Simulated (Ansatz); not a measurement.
CdSe (Cadmoselite) under changes of volume

One of the cells (28.102 Å³/atom); the others are scaled copies at fixed shape and fractional positions:

```
Cd Se
1.0
     4.30000    0.00000    0.00000
    -2.15000    3.72391    0.00000
     0.00000    0.00000    7.02000
Cd Se
2 2
Direct
  0.66667 0.33333 0.50000
  0.33333 0.66667 0.00000
  0.66667 0.33333 0.88500
  0.33333 0.66667 0.38500
```

| Quantity | Value |
| --- | --- |
| Program | Ansatz 0.2.0 |
| Functional | PBE |
| Potentials or basis | Ansatz PAW earlier set |
| Cutoff | 580 eV (not typed: the program's choice for these potentials) |
| k mesh | 7 × 7 × 4 |
| Occupations | fermi-dirac, width 0.05 eV |
| Spin | no spin polarisation |

```tsv
volume (Å³/atom)	energy over the lowest point (meV/atom)	pressure (GPa)	gap on the mesh (eV)	largest force (eV/Å)
26.416	?	?	?	?
26.978	45.53	5.6	0.79	0.326
27.540	28.20	4.3	0.74	0.304
28.102	15.43	3.0	0.70	0.283
28.665	6.74	1.9	0.66	0.263
29.227	1.72	0.9	0.62	0.245
29.789	0.00	0.1	0.57	0.227
```

Question: What does the run at 26.416 Å³/atom give?

Answer: Energy over the lowest point 67.93 meV/atom; pressure 7.2 GPa; gap on the mesh 0.83 eV; largest force 0.351 eV/Å.

Worked out: A Birch-Murnaghan fit of order 3 (a polynomial in V^(-2/3)) to the other rows has its minimum at 29.83 Å³/atom, just outside them, with B0 = V·E''(V) = 44 GPa and B' = 4.7 at fixed shape and positions, which overstates the stiffness. It gives 67.95 meV/atom at 26.416 Å³/atom, against the run's 67.93, and -dE/dV = 7.2 GPa, against 7.2. A straight line through the other rows of the gap, of slope -2.16 eV per unit of ln V (its deformation potential), extrapolates to 0.83 eV, against the run's 0.83.

Energies are extrapolated to zero smearing.

Caveats: odd divisions of the mesh miss points on the zone boundary, where band edges often lie, so the gap on the mesh can be too wide.

Spin-orbit coupling on Cd, Se is left out.
